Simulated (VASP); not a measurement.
Set up this calculation in VASP 6.6.1, as the native input.

```
Task                   : single point
Functional             : LDA
Potentials or basis    : VASP PAW LDA potentials, release 64 (Ti_sv, O)
Cutoff                 : 520 eV
k mesh                 : 7 × 7 × 6
Occupations            : gaussian, width 0.05 eV
Spin                   : collinear spin, ferromagnetic start
Starting moments       : [1.0, 0.0] μB
Fixed moment           : 0 μB
Further INCAR settings : ALGO = Fast; EDIFF = 1e-07; NBANDS = 20
```

The structure of TiO lies in POSCAR:

```
TiO
1.0
    3.0094341500      0.0000000000      0.0000000000
   -1.5047170800      2.6062464300      0.0000000000
    0.0000000000      0.0000000000      2.9370586300
Ti O
1 1
Direct
    0.0000000000      0.0000000000      0.0000000000
    0.6666666667      0.3333333333      0.5000000000
```

The cell comes from a database or a generator and needn't be the stable form of this composition.

The input as run:

INCAR

```
ALGO = Fast
EDIFF = 1E-7
ENCUT = 520
ISIF = 2
ISMEAR = 0
ISPIN = 2
LASPH = True
LCHARG = False
LMAXMIX = 4
LORBIT = 11
LREAL = False
LWAVE = False
MAGMOM = 1 0
NBANDS = 20
NELM = 100
NUPDOWN = 0
PREC = Accurate
SIGMA = 0.05
```

KPOINTS

```
k-points
0
Gamma
  7 7 6
```

Potentials or basis: VASP PAW LDA potentials, release 64 (Ti_sv, O).

The run is started by

```console
$ cat potpaw_LDA.64/Ti_sv/POTCAR potpaw_LDA.64/O/POTCAR > POTCAR
$ mpirun -np 1 vasp_std > vasp.out
```

Results of the run:

```yaml
Pressure: -38.1 GPa
Net_moment: 0.00 μB per cell
Valence_electrons_inside_the_program's_atomic_spheres: Ti 10.16; O 4.92
```

Caveat: a pressure of tens of GPa on the cell as given is suspect, and the run, the potentials or the cell itself is likely at fault; the total moment is fixed, so each spin has its own Fermi level.

Wall time 22 s on 1 thread of Intel(R) Xeon(R) Platinum 8375C CPU @ 2.90GHz (Ice Lake) (shared host), peak memory 0.14 GiB.
